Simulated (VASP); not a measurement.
# HfB (Fm-3m) in VASP: single point with PBEsol

Aim: the single point of HfB with PBEsol.

Everything below comes from runs of VASP 6.6.1. Logs are shortened: lines on timing, memory, paths and dates and some standing lists are left out, and cuts for length are marked.

## 1. Starting point

The structure is cubic, space group Fm-3m (No. 225). Conventional cell: a = 4.620 Å, b = 4.620 Å, c = 4.620 Å, α = 90.00°, β = 90.00°, γ = 90.00°. Hf (site symmetry m-3m) has 6 B at 2.31 Å as nearest neighbours. Around B (site symmetry m-3m) lie 6 Hf at 2.31 Å.

## 2. Single point, PBEsol

INCAR

```
SYSTEM = HfB
PREC     = Accurate       ! precision mode
ENCUT    = 520            ! plane-wave cutoff, eV
EDIFF    = 1E-7           ! SCF threshold, eV
ISMEAR   = 1              ! smearing method
SIGMA    = 0.15           ! smearing width, eV
LREAL    = .FALSE.        ! projectors in reciprocal space
LASPH    = .TRUE.         ! aspherical terms in the spheres
NELM     = 100            ! most SCF steps
ALGO     = Normal         ! electronic algorithm
ISIF     = 2              ! what is computed and relaxed
LWAVE    = .FALSE.        ! write WAVECAR
LCHARG   = .FALSE.        ! write CHGCAR
GGA      = PS             ! functional
NBANDS   = 14             ! bands
```

KPOINTS

```
regular mesh
0
G
  6 6 6
  0 0 0
```

POSCAR

```
HfB
1.0
    0.0000000000      2.3100000000      2.3100000000
    2.3100000000      0.0000000000      2.3100000000
    2.3100000000      2.3100000000      0.0000000000
Hf B
1 1
Direct
    0.5000000000      0.5000000000      0.5000000000
    0.0000000000      0.0000000000      0.0000000000
```

Potentials or basis: VASP PAW PBE potentials, release 64 (Hf_pv, B).

The run is started by

```sh
$ cat potpaw_PBE.64/Hf_pv/POTCAR potpaw_PBE.64/B/POTCAR > POTCAR
$ mpirun -np 1 vasp_std > vasp.out
```

OUTCAR:

```text
SYSTEM = HfB
   PREC = Accurate
   ENCUT = 520
   EDIFF = 1E-7
   ISMEAR = 1
   LREAL = .FALSE.
   LASPH = .TRUE.
   NELM = 100
   ISIF = 2
   GGA = PS

 ion  position               nearest neighbor table
   1  0.500  0.500  0.500-   2 2.31   2 2.31   2 2.31   2 2.31   2 2.31   2 2.31
   2  0.000  0.000  0.000-   1 2.31   1 2.31   1 2.31   1 2.31   1 2.31   1 2.31

  LATTYP: Found a face centered cubic cell.
 ALAT       =     4.6200000000

  Lattice vectors:

 A1 = (   0.0000000000,   2.3100000000,   2.3100000000)
 A2 = (   2.3100000000,   0.0000000000,   2.3100000000)
 A3 = (   2.3100000000,   2.3100000000,   0.0000000000)

Analysis of symmetry for initial positions (statically):
=====================================================================
 Subroutine PRICEL returns:
 Original cell was already a primitive cell.

 Routine SETGRP: Setting up the symmetry group for a
 face centered cubic supercell.

 Subroutine GETGRP returns: Found 48 space group operations
 (whereof 48 operations were pure point group operations)
 out of a pool of 48 trial point group operations.

The static configuration has the point symmetry O_h .

Analysis of symmetry for dynamics (positions and initial velocities):
=====================================================================
 Subroutine PRICEL returns:
 Original cell was already a primitive cell.

 Routine SETGRP: Setting up the symmetry group for a
 face centered cubic supercell.

 Subroutine GETGRP returns: Found 48 space group operations
 (whereof 48 operations were pure point group operations)
 out of a pool of 48 trial point group operations.

The dynamic configuration has the point symmetry O_h .

 Subroutine INISYM returns: Found 48 space group operations
 (whereof 48 operations are pure point group operations),
 and found     1 'primitive' translations

----------------------------------------------------------------------------------------

                                     Primitive cell

  volume of cell :      24.6528

  direct lattice vectors                    reciprocal lattice vectors
     0.000000000  2.310000000  2.310000000    -0.216450216  0.216450216  0.216450216
     2.310000000  0.000000000  2.310000000     0.216450216 -0.216450216  0.216450216
     2.310000000  2.310000000  0.000000000     0.216450216  0.216450216 -0.216450216

  length of vectors
     3.266833329  3.266833329  3.266833329     0.374902772  0.374902772  0.374902772

  position of ions in fractional coordinates (direct lattice)
     0.500000000  0.500000000  0.500000000
     0.000000000  0.000000000  0.000000000

  ion indices of the primitive-cell ions
   primitive index   ion index
                 1           1
                 2           2

----------------------------------------------------------------------------------------

 KPOINTS: regular mesh

Automatic generation of k-mesh.
 Grid dimensions read from file:
 generate k-points for:    6    6    6

 Generating k-lattice:

  Cartesian coordinates                     Fractional coordinates (reciprocal lattice)
    -0.036075036  0.036075036  0.036075036     0.166666667  0.000000000  0.000000000
     0.036075036 -0.036075036  0.036075036     0.000000000  0.166666667  0.000000000
     0.036075036  0.036075036 -0.036075036     0.000000000  0.000000000  0.166666667

  Length of vectors
     0.062483795  0.062483795  0.062483795

  Shift w.r.t. Gamma in fractional coordinates (k-lattice)
     0.000000000  0.000000000  0.000000000

 Subroutine IBZKPT returns following result:
 ===========================================

 Found     16 irreducible k-points:

 Following reciprocal coordinates:
            Coordinates               Weight
  0.000000  0.000000  0.000000      1.000000
  0.166667  0.000000  0.000000      8.000000
  0.333333  0.000000  0.000000      8.000000
  0.500000  0.000000  0.000000      4.000000
  0.166667  0.166667  0.000000      6.000000
  0.333333  0.166667  0.000000     24.000000
[... 8 lines left out ...]
 -0.333333  0.333333  0.166667     24.000000
 -0.333333  0.500000  0.166667     12.000000
   k-points           NKPTS =     16   k-points in BZ     NKDIM =     16   number of bands    NBANDS=     14
   number of dos      NEDOS =    301   number of ions     NIONS =      2
   total plane-waves  NPLWV =  13824
   dimension x,y,z NGX =    24 NGY =   24 NGZ =   24
   dimension x,y,z NGXF=    48 NGYF=   48 NGZF=   48
   ions per type =               1   1
   NGX,Y,Z   is equivalent  to a cutoff of  12.21, 12.21, 12.21 a.u.
   NGXF,Y,Z  is equivalent  to a cutoff of  24.43, 24.43, 24.43 a.u.
 SYSTEM =  HfB
   PREC   = accura    normal or accurate (medium, high low for compatibility)
   ISTART =      0    job   : 0-new  1-cont  2-samecut
   ICHARG =      2    charge: 1-file 2-atom 10-const
   ISPIN  =      1    spin polarized calculation?
   LNONCOLLINEAR =      F non collinear calculations
   LSORBIT =      F    spin-orbit coupling
   LASPH  =      T    aspherical Exc in radial PAW
   ENCUT  =  520.0 eV  38.22 Ry    6.18 a.u.   6.07  6.07  6.07*2*pi/ulx,y,z
   NELM   =    100;   NELMIN=  2; NELMDL= -5     # of ELM steps
   EDIFF  = 0.1E-06   stopping-criterion for ELM
   LREAL  =      F    real-space projection
   EDIFFG = 0.1E-05   stopping-criterion for IOM
   NSW    =      0    number of steps for IOM
   IBRION =     -1    ionic relax: 0-MD 1-quasi-New 2-CG
   NFREE  =      0    steps in history (QN), initial steepest desc. (CG)
   ISIF   =      2    stress and relaxation
   ISYM   =      2    0-nonsym 1-usesym 2-fastsym
   POTIM  = 0.5000    time-step for ionic-motion
   TEBEG  =    0.0;   TEEND  =   0.0 temperature during run
   PSTRESS=    0.0 pullay stress
   NELECT =      13.0000    total number of electrons
   NUPDOWN=      -1.0000    fix difference up-down
   EMIN   =  10.00;   EMAX   =-10.00  energy-range for DOS
   EFERMI =   0.00;   METHOD = LEGACY
   ISMEAR =     1;   SIGMA  =   0.15  broadening in eV -4-tet -1-fermi 0-gaus
   EFERMI_NEDOS =   21; number of points for ismear=-14 and -15
   IALGO  =     38    algorithm
   IMIX   =      4    mixing-type and parameters
     AMIX     =   0.40;   BMIX     =  1.00
     AMIX_MAG =   1.60;   BMIX_MAG =  1.00
  volume/ion in A,a.u.               =      12.33        83.18
  Fermi-wavevector in a.u.,A,eV,Ry     =   1.322617  2.499383 23.800871  1.749315
  Thomas-Fermi vector in A             =   2.452285
   LORBIT       =      0    0 simple, 1 ext, 2 COOP (PROOUT), +10 PAW based schemes
   GGA     = PS    functional components
   LHFCALC =     F    Hartree Fock is set to
   AEXX    =    0.0000 exact exchange contribution
   IVDW    =     0    specifies the selected vdW correction
   LEPSILON=     F    determine dielectric tensor
   LRPA    =     F    only Hartree local field effects (RPA)
 non-spin polarized calculation
 Methfessel and Paxton  Order N= 1 SIGMA  =   0.15
  energy-cutoff  :      520.00
  volume of cell :       24.65
 maximum number of plane-waves:       680
   NGX = 13   NGY = 13   NGZ = 13

 number of electron      13.0000002 magnetization

 Free energy of the ion-electron system (eV)
  ---------------------------------------------------
  ext. energy  EPLUGINS =         0.00000000
  ---------------------------------------------------
  free energy    TOTEN  =       -18.22623168 eV

  energy without entropy =      -18.22331326  energy(sigma->0) =      -18.22525887

 E-fermi :   4.7788     XC(G=0): -12.4041

 val. band max:        4.7735083618   @ k =   0.5000   0.3333   0.1667
 cond. band min:       5.2625261739   @ k =   0.1667   0.0000   0.0000
 fundamental gap:      0.4890178121
 Fermi energy:         4.7787501757

 k-point     1 :       0.0000    0.0000    0.0000
  band No.  band energies     occupation
      1     -23.2584      2.00000
      2     -23.2584      2.00000
      3     -23.2584      2.00000
      4      -4.5675      2.00000
      5       7.1476     -0.00000
      6       7.1476     -0.00000
      7       7.1476     -0.00000
      8       8.9924      0.00000
      9       8.9924      0.00000
     10       8.9924      0.00000
     11       9.1913      0.00000
     12       9.1913      0.00000
     13      16.6539      0.00000
     14      18.0388      0.00000

 k-point     2 :       0.1667    0.0000    0.0000
  band No.  band energies     occupation
      1     -23.4532      2.00000
      2     -23.2783      2.00000
      3     -23.2783      2.00000
      4      -3.7876      2.00000
      5       5.2625     -0.00005
      6       5.9524     -0.00000
      7       5.9524     -0.00000
      8       8.1882      0.00000
      9       8.1882      0.00000
     10       9.7692      0.00000
     11      12.7830      0.00000
     12      12.7830      0.00000
     13      18.4877      0.00000
     14      18.7809      0.00000

 k-point     3 :       0.3333    0.0000    0.0000
  band No.  band energies     occupation
      1     -23.8216      2.00000
      2     -23.3177      2.00000
      3     -23.3177      2.00000
      4      -1.8676      2.00000
      5       2.8037      2.00000
      6       4.2189      2.00000
      7       4.2189      2.00000
      8      10.0250      0.00000
      9      10.0250      0.00000
     10      10.7057      0.00000
     11      16.8515      0.00000
     12      16.8515      0.00000
     13      16.8729      0.00000
     14      20.1590      0.00000
[... 188 lines left out ...]
 k-point    15 :      -0.3333    0.3333    0.1667
  band No.  band energies     occupation
      1     -23.8250      2.00000
      2     -23.6338      2.00000
      3     -23.4499      2.00000
      4      -0.2950      2.00000
      5       2.0378      2.00000
      6       3.7553      2.00000
      7       4.4257      2.00434
      8      10.0919      0.00000
      9      10.4837      0.00000
     10      12.6133      0.00000
     11      15.0372      0.00000
     12      16.5866      0.00000
     13      18.9641      0.00000
     14      20.1573      0.00000

 k-point    16 :      -0.3333    0.5000    0.1667
  band No.  band energies     occupation
      1     -23.8307      2.00000
      2     -23.6256      2.00000
      3     -23.5248      2.00000
      4      -0.9694      2.00000
      5       3.6522      2.00000
      6       3.8357      2.00000
      7       4.4778      2.01567
      8       9.0219      0.00000
      9      11.8675      0.00000
     10      12.8257      0.00000
     11      12.8858      0.00000
     12      15.8410      0.00000
     13      20.0473      0.00000
     14      20.4088      0.00000

------------------------ aborting loop because EDIFF is reached ----------------------------------------

  FORCE on cell =-STRESS in cart. coord.  units (eV):
  Direction    XX          YY          ZZ          XY          YZ          ZX
  --------------------------------------------------------------------------------------
  -------------------------------------------------------------------------------------
  Total        3.7796597      3.7796597      3.7796597      0.0000000      0.0000000      0.0000000
  in kB      245.6390149    245.6390149    245.6390149      0.0000000      0.0000000      0.0000000
  external PRESSURE =     245.6390149 kB  Pullay stress =       0.0000000 kB

 VOLUME and BASIS-vectors are now :
 -----------------------------------------------------------------------------
  energy-cutoff  :      520.00
  volume of cell :       24.65
      direct lattice vectors                 reciprocal lattice vectors
     0.000000000  2.310000000  2.310000000    -0.216450216  0.216450216  0.216450216
     2.310000000  0.000000000  2.310000000     0.216450216 -0.216450216  0.216450216
     2.310000000  2.310000000  0.000000000     0.216450216  0.216450216 -0.216450216

 POSITION                                       TOTAL-FORCE (eV/Angst)
 -----------------------------------------------------------------------------------
      2.31000      2.31000      2.31000        -0.000000      0.000000     -0.000000
      0.00000      0.00000      0.00000         0.000000     -0.000000      0.000000
 -----------------------------------------------------------------------------------
    total drift:                               -0.000000     -0.000000      0.000000

  FREE ENERGIE OF THE ION-ELECTRON SYSTEM (eV)
  ---------------------------------------------------
  free  energy   TOTEN  =       -18.2262316795 eV

  energy  without entropy=      -18.2233132649  energy(sigma->0) =      -18.22525887
```

Wall time 3.4 s (1 thread of Intel Xeon Platinum 8488C (Sapphire Rapids), shared host); peak memory 0.14 GiB.

Results:

* Free energy: -18.2262 eV
* Pressure: 24.6 GPa
* Band gap on the k mesh: none (metal or under the smearing width)

Caveat: the k mesh is coarse (spacing up to 0.39 Å⁻¹), so the values aren't converged; so large a pressure means that the cell lies far from this level's equilibrium, or that cutoff or potentials fall short; the potentials were made for another functional, which shifts forces and pressure.
